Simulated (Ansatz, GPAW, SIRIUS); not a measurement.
**Fitting the PBEsol energy curve of AuAl**

Space group Pm-3m (No. 221). a = 3.224 Å, b = 3.224 Å, c = 3.224 Å, α = 90.00°, β = 90.00°, γ = 90.00°
| atom | site | symmetry | x | y | z |
| --- | --- | --- | --- | --- | --- |
| Au | 1b | m-3m | 0.5000 | 0.5000 | 0.5000 |
| Al | 1a | m-3m | 0.0000 | 0.0000 | 0.0000 |

The cell comes from a database or a generator and needn't be the stable form of this composition.

The cell was scaled at fixed shape and fractions and run with GPAW, PAW data sets generated for this functional, cutoff 600 eV; PBEsol, k mesh 8 × 8 × 8 on the cell of 2 atoms, fermi-dirac occupations of 0.05 eV, no spin polarisation, no spin-orbit coupling. Energies are those that the program minimises, any entropy of the smearing included. For a metal such a mesh isn't converged to the digits shown.

| V (Å³/atom) | energy over the lowest row (meV/atom) |
| --- | --- |
| 15.7492 | 3.33 |
| 16.0843 | 0.00 |
| 16.4194 | 2.27 |
| 16.7545 | ? |
| 17.0896 | 20.91 |
| 17.4247 | 35.96 |
| 17.7598 | 54.01 |

Problem. Fit the third-order Birch-Murnaghan form, give V0, B0 and B′, and predict the energy left open.

Solution. With y = (V0/V)^(2/3), E = E0 + (9 V0 B0/16) [(y - 1)³ B′ + (y - 1)² (6 - 4y)]. Least squares through the rows shown give V0 = 16.1070 Å³/atom, E0 = -0.04 meV, B0 = 129.2 GPa (1 eV/Å³ = 160.218 GPa) and B′ = 6.19, with a largest miss of 0.03 meV. At V = 16.7545 the form with these constants gives 9.51 meV; the run gave 9.44 meV an atom. Other set-ups at this level, from all their volumes (Å³/atom, GPa): Ansatz, all-electron LAPW, scalar-relativistic: V0 16.016, B0 131.3; SIRIUS, PseudoDojo 0.4.1 PBEsol standard (scalar relativistic): V0 15.986, B0 132.7.
